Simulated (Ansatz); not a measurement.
# Fitting the PBEsol energy curve of Mo3Si

```cif
data_structure
_symmetry_space_group_name_H-M 'Pm-3n'
_symmetry_Int_Tables_number 223
_cell_length_a 4.8890
_cell_length_b 4.8890
_cell_length_c 4.8890
_cell_angle_alpha 90.000
_cell_angle_beta 90.000
_cell_angle_gamma 90.000
_cell_volume 116.86
loop_
_atom_site_label
_atom_site_type_symbol
_atom_site_symmetry_multiplicity
_atom_site_Wyckoff_symbol
_atom_site_fract_x
_atom_site_fract_y
_atom_site_fract_z
_atom_site_occupancy
Mo1 Mo 6 c 0.00000 0.50000 0.25000 1
Si1 Si 2 a 0.50000 0.50000 0.50000 1
```

The cell was scaled at fixed shape and fractions and run with Ansatz, Ansatz PAW, cutoff 420 eV; PBEsol, k mesh 6 × 6 × 6 on the cell of 8 atoms, fermi-dirac occupations of 0.05 eV, no spin polarisation, no spin-orbit coupling. The potentials were made for PBE. Energies are those that the program minimises, any entropy of the smearing included. For a metal such a mesh isn't converged to the digits shown.

| V (Å³/atom) | energy over the lowest row (meV/atom) |
| --- | --- |
| 13.7309 | 24.88 |
| 14.0230 | 6.82 |
| 14.3152 | 0.00 |
| 14.6073 | 3.26 |
| 14.8995 | 15.55 |
| 15.1916 | ? |
| 15.4837 | 63.65 |

Question: Fit the third-order Birch-Murnaghan form, give V0, B0 and B′, and predict the energy left open.

Answer: With y = (V0/V)^(2/3), E = E0 + (9 V0 B0/16) [(y - 1)³ B′ + (y - 1)² (6 - 4y)]. Least squares through the rows shown give V0 = 14.3620 Å³/atom, E0 = -0.13 meV, B0 = 266.7 GPa (1 eV/Å³ = 160.218 GPa) and B′ = 4.34, with a largest miss of 0.01 meV. At V = 15.1916 the form with these constants gives 35.96 meV; the run gave 35.96 meV an atom.
